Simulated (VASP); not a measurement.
## HfS2: relaxation of cell and atoms with PBE+D3(BJ)

Crystal: HfS2.

```xyz
3
Lattice="3.6397 0.0000 0.0000 -1.8198 3.1520 0.0000 0.0000 0.0000 6.0556" Properties=species:S:1:pos:R:3 pbc="T T T"
Hf    0.0000    0.0000    0.0000
S     1.8198    1.0507    4.6262
S     0.0000    2.1014    1.4294
```

The cell is a database's computed one.

```json
{
  "Program": "VASP 6.6.1",
  "Task": "relaxation of cell and atoms",
  "Functional": "PBE",
  "Dispersion": "D3(BJ)",
  "Potentials or basis": "VASP PAW PBE potentials, release 64 (Hf_pv, S)",
  "Cutoff": "400 eV",
  "k mesh": "12 × 12 × 6",
  "Occupations": "gaussian, width 0.02 eV",
  "Spin": "no spin polarisation",
  "Pressure (GPa)": "0",
  "Further INCAR settings": "ALGO = Normal; EDIFF = 1e-07; IBRION = 2; EDIFFG = -0.003; NSW = 60; ISIF = 3"
}
```

* Relaxed volume: 21.52 Å³/atom
* Relaxed cell: a = 3.598 Å, b = 3.598 Å, c = 5.759 Å, α = 90.00°, β = 90.00°, γ = 120.00°
* Space group after relaxing (to 0.05 Å): P-3m1 (No. 164)
* Energy gained by relaxing: 10.5 meV/atom
* Ionic steps: 15
* Pressure after relaxing: 0.0 GPa
* Band gap on the k mesh: 0.87 eV, indirect (least direct gap 1.81 eV)
* Dispersion energy per atom: -0.343 eV

Step by step:
| step | energy change (eV) | largest force (eV/Å) | pressure (GPa) | volume (Å³) |
| --- | --- | --- | --- | --- |
| 1 | 0.0000 | 0.1670 | -1.07 | 69.47 |
| 2 | -0.0067 | 0.3235 | 0.71 | 67.92 |
| 3 | -0.0068 | 0.3073 | 0.52 | 68.08 |
| 4 | -0.0128 | 0.1577 | 0.12 | 67.75 |
| 5 | -0.0143 | 0.0352 | -0.21 | 67.49 |
| 6 | -0.0182 | 0.0307 | -0.21 | 67.09 |
| 7 | -0.0275 | 0.0162 | -0.19 | 65.90 |
| 8 | -0.0282 | 0.0304 | 0.17 | 63.49 |
| 9 | -0.0315 | 0.0112 | -0.02 | 64.76 |
| 10 | -0.0316 | 0.0060 | 0.01 | 64.55 |
| 11 | -0.0316 | 0.0075 | 0.00 | 64.61 |
| 12 | -0.0316 | 0.0017 | -0.03 | 64.60 |
| 13 | -0.0316 | 0.0004 | -0.02 | 64.60 |
| 14 | -0.0316 | 0.0023 | 0.02 | 64.56 |
| 15 | -0.0316 | 0.0019 | 0.01 | 64.56 |

Final structure:
```
CELL_PARAMETERS angstrom
3.59774 0.00000 0.00000
-1.79887 3.11574 0.00000
0.00000 0.00000 5.75945
ATOMIC_POSITIONS crystal
Hf 0.00000 0.00000 0.00000
S 0.66667 0.33333 0.74747
S 0.33333 0.66667 0.25253
```

Levels at points of the mesh, in eV from the valence-band top:
```tsv
k point	band 8	band 9	band 10	band 11	band 12	band 13	band 14	band 15
(0.00, 0.00, 0.00)	-2.88	-0.17	-0.17	0.00	1.88	1.88	2.43	5.21
(0.50, 0.00, 0.00)	-2.74	-2.58	-2.23	-1.48	1.02	4.03	4.11	6.15
(0.00, 0.00, 0.50)	-2.83	-2.12	-0.35	-0.35	1.83	1.83	2.74	5.76
(0.50, 0.00, 0.50)	-2.79	-2.55	-1.13	-0.96	0.87	4.01	4.15	5.53
```

Run time: 2.8 min on 1 thread of Intel(R) Xeon(R) 6975P-C (Granite Rapids), on a shared host, peak memory 0.22 GiB.

Caveat: spin-orbit coupling is left out, which moves the levels of the heavy elements. A k mesh can miss the band edges.
